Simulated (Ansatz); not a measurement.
**Te2Mo under changes of volume**

One of the cells (25.303 Å³/atom); the others are scaled copies at fixed shape and fractional positions:

```
CELL_PARAMETERS angstrom
6.33000 0.00000 0.00000
0.00000 3.46900 0.00000
-0.94679 0.00000 13.82762
ATOMIC_POSITIONS crystal
Te 0.94370 0.75000 0.60450
Te 0.05630 0.25000 0.39550
Te 0.90300 0.25000 0.85140
Te 0.09700 0.75000 0.14860
Te 0.41120 0.75000 0.89550
Te 0.58880 0.25000 0.10450
Te 0.44320 0.25000 0.64840
Te 0.55680 0.75000 0.35160
Mo 0.81670 0.75000 0.99260
Mo 0.18330 0.25000 0.00740
Mo 0.68190 0.25000 0.49340
Mo 0.31810 0.75000 0.50660
```

```yaml
Program: Ansatz 0.2.0
Functional: PBE
Potentials_or_basis: Ansatz PAW polarizable
Cutoff: "420 eV (not typed: the program's choice for these potentials)"
k_mesh: 4 × 8 × 2
Occupations: fermi-dirac, width 0.05 eV
Spin: no spin polarisation
```

```tsv
volume (Å³/atom)	energy over the lowest point (meV/atom)	pressure (GPa)	largest force (eV/Å)
23.785	61.89	9.9	1.182
24.291	?	?	?
24.797	16.27	4.7	0.465
25.303	4.84	2.5	0.178
25.809	0.00	0.6	0.234
26.315	1.05	-1.2	0.451
26.821	7.40	-2.8	0.698
```

What does the run at 24.291 Å³/atom give?

Energy over the lowest point 35.00 meV/atom; pressure 7.2 GPa; largest force 0.809 eV/Å.

Worked out: A Birch-Murnaghan fit of order 3 (a polynomial in V^(-2/3)) to the other rows has its minimum at 25.97 Å³/atom with B0 = V·E''(V) = 93 GPa and B' = 4.5 at fixed shape and positions, which overstates the stiffness. It gives 35.00 meV/atom at 24.291 Å³/atom, against the run's 35.00, and -dE/dV = 7.2 GPa, against 7.2.

Energies are extrapolated to zero smearing.

Caveats: forces of over 1 eV/Å show positions far from the minimum, so gaps and moduli don't describe the material at rest (some runs); this functional lacks dispersion, which binds the layers, so the pressure and a relaxed spacing across them are unreliable (some runs).
